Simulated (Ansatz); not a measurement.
# Na2S: how the settings move a single-point run

Question: which choices in the input matter for Na2S?

Program: Ansatz 0.2.0. Level of theory: reference: DFT, PBEsol, PAW with Ansatz's default frozen-core files, scalar-relativistic; levels and slopes on a fine mesh, independent-particle optical spectra. These are calculated values, not measurements.

### 1 The structure to begin with

The structure is cubic, space group Fm-3m (No. 225). Conventional cell: a = 6.501 Å, b = 6.501 Å, c = 6.501 Å, α = 90.00°, β = 90.00°, γ = 90.00°. Na (site symmetry -43m) is surrounded by 4 S at 2.82 Å. S (site symmetry m-3m) is surrounded by 8 Na at 2.82 Å.

Coordinates:

```
CELL_PARAMETERS angstrom
0.00000 3.25062 3.25062
3.25062 0.00000 3.25062
3.25062 3.25062 0.00000
ATOMIC_POSITIONS crystal
Na 0.25000 0.25000 0.25000
Na 0.75000 0.75000 0.75000
S 0.00000 0.00000 0.00000
```

### 2 Baseline

input.yaml

```yaml
crystal:
  lattice:
    - [0.0, 3.25062231275, 3.25062231275]
    - [3.25062231275, 0.0, 3.25062231275]
    - [3.25062231275, 3.25062231275, 0.0]
  atoms:
    - { symbol: Na, position: [0.25, 0.25, 0.25] }
    - { symbol: Na, position: [0.75, 0.75, 0.75] }
    - { symbol: S, position: [0.0, 0.0, 0.0] }
kpoints:
  mp_grid: { grid: [6, 6, 6] }
scf:
  occupations: { method: fixed }
hamiltonian:
  xc: pbesol
  pseudopotentials: { kind: paw }
output:
  forces: true
  stress: true
  eigenvalues: true
  eigenstates:
    nscf_kmesh: { grid: [10, 10, 10] }
    de_dk: true
    e_range: [-9, 12.42812059053]
  optics:
    e_range: [0, 20]
    de: 0.2
    sigma: 0.1
    bands: { spectra_wanted_up_to: 20 }
    nscf_kmesh: { grid: [10, 10, 10] }
checkpoint:
  write: ck
  write_wavefunctions: false
```

Started as:

```
> ansatz run input.yaml --threads 2 --pin off --max-ram 6144MiB --backend cpu --events-out ev --progress --plain --runs-dir out
```

### 3 Variant: dr2_threshold 1.0e-05, xc r2scan, ecutrho_ratio 9

Changes to input.yaml since step 2:

```diff
@@ -13,4 +13,5 @@
   occupations: { method: fixed }
+  convergence: { dr2_threshold: 1.0e-05 }
 hamiltonian:
-  xc: pbesol
+  xc: r2scan
   pseudopotentials: { kind: paw }
@@ -33 +34,3 @@
   write_wavefunctions: false
+basis:
+  ecutrho_ratio: 9
```

Before running it: what results should come out? Wanted: for each run, ending; energy change; pressure; gap; force.

The runs gave:

```tsv
run	ending	energy change	pressure (GPa)	gap (eV)	force (eV/Å)	cycles	time
reference	converged	-	0.0	2.43	0.00	-	7.7 s
1: dr2_threshold 1.0e-05, xc r2scan, ecutrho_ratio 9	converged	not comparable	0.1	3.10	0.00	6	14 s
```

Residual by cycle in the longest SCF loop of each run; runs are numbered as in the table. The quantity is the density residual dr2, in eV.

```tsv
cycle	reference	run 1
1	0.0122	0.0176
2	4.1e-4	0.00118
3	3.8e-5	1.3e-4
4	2.6e-6	6.6e-6
5	1.2e-8	1.6e-7
6	1.0e-9	3.0e-8
7	3.8e-10	-
8	5.6e-12	-
```

A change of functional puts the total energy on another scale; the gap on the mesh goes from 2.43 to 3.10 eV. The numerical grids changed too.

The gaps are Kohn-Sham values of a semilocal functional, not quasiparticle or optical gaps. Such gaps usually fall short of the measured ones.
